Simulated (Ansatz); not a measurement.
**How far is PAW off for Te?**

```yaml
crystal:
  lattice:
    - [4.14767, -2.32279, 0.00000]
    - [4.14767, 2.32279, 0.00000]
    - [-0.12779, 0.00000, 3.87657]
  atoms:
    - { symbol: Te, position: [0.67600, 0.67600, 0.67500] }
    - { symbol: Te, position: [0.32400, 0.32400, 0.32500] }
    - { symbol: Te, position: [0.00000, 0.00000, 0.00000] }
```

Atom numbers follow the list: Te1, Te2, Te3.

The geometry is COD entry 1533530, unchecked; take it as a test cell. The listed cell was then made from it by scaling, straining or moving an atom.

No spin–orbit coupling, which matters for the heavy atoms here.

Levels of theory: DFT, PBE, PAW with Ansatz's default frozen-core files, scalar-relativistic (Ansatz 0.2.0); DFT, PBE, all-electron PAW with datasets made for the crystal, scalar-relativistic (Ansatz 0.2.0); DFT, PBE, all-electron LAPW, scalar-relativistic (Ansatz 0.2.0).

For PAW: a Γ-centred 8×8×8 k mesh, Fermi–Dirac smearing of 0.05 eV, cutoff 420 eV, no spin polarisation. The crystal-made all-electron datasets (AE datasets) take a cutoff of 180 eV at this cell. LAPW targets a basis error of 1 meV/atom. The Ansatz runs share mesh, smearing and spin set-up. Plane-wave (PAW) pressures include the program's estimate of the Pulay term.

Stress and pressure are positive in compression.

The change that made this cell: volume scaled by 0.94.

```csv
quantity,PAW,AE datasets,LAPW
pressure (GPa),15.92,15.94,15.94
stress xx (GPa),16.62,16.64,16.64
stress yy (GPa),16.70,16.72,16.72
stress zz (GPa),14.46,14.46,14.47
stress xz (GPa),1.06,1.06,1.06
"force on Te1, x (eV/Å)",-0.642,-0.641,-0.641
```

PAW's pressure differs from the LAPW value by -0.02 GPa.
